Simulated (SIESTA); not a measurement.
## CaO under changes of volume

One of the cells (14.163 Å³/atom); the others are scaled copies at fixed shape and fractional positions:

```
Ca O
1.0
     0.00000    2.41947    2.41947
     2.41947    0.00000    2.41947
     2.41947    2.41947    0.00000
Ca O
1 1
Direct
  0.00000 0.00000 0.00000
  0.50000 0.50000 0.50000
```

The cell is a database's computed one.

```yaml
Program: SIESTA 5.4.2
Functional: PBE
Potentials_or_basis: PseudoDojo 0.4 standard (PBE files)
Basis: DZP (energy shift 0.003 Ry; two zetas on semicore shells; d shell added on Ca)
Grid_cutoff: 800 Ry
Energy_shift: 0.003 Ry
k_mesh: 10 × 10 × 10
Occupations: fermi-dirac, width 0.05 eV
Spin: no spin polarisation
```

```tsv
volume (Å³/atom)	energy over the lowest point (meV/atom)	pressure (GPa)	gap on the mesh (eV)
13.052	?	?	?
13.330	18.27	7.5	3.60
13.608	7.71	4.7	3.62
14.163	0.00	0.0	3.63
14.441	1.81	-2.1	3.64
14.719	6.89	-3.9	3.64
```

What does the run at 13.052 Å³/atom give?

Energy over the lowest point 33.65 meV/atom; pressure 10.4 GPa; gap on the mesh 3.59 eV.

Worked out: A Birch-Murnaghan fit of order 3 (a polynomial in V^(-2/3)) to the other rows has its minimum at 14.16 Å³/atom with B0 = V·E''(V) = 107 GPa and B' = 5.1. It gives 34.05 meV/atom at 13.052 Å³/atom, against the run's 33.65, and -dE/dV = 10.7 GPa, against 10.4. A straight line through the other rows of the gap, of slope 0.388 eV per unit of ln V, extrapolates to 3.60 eV, against the run's 3.59.

Energies are extrapolated to zero smearing.

Caveats: the basis of atomic orbitals isn't converged, which shifts pressures, moduli and gaps.

A mesh can miss the band edges.
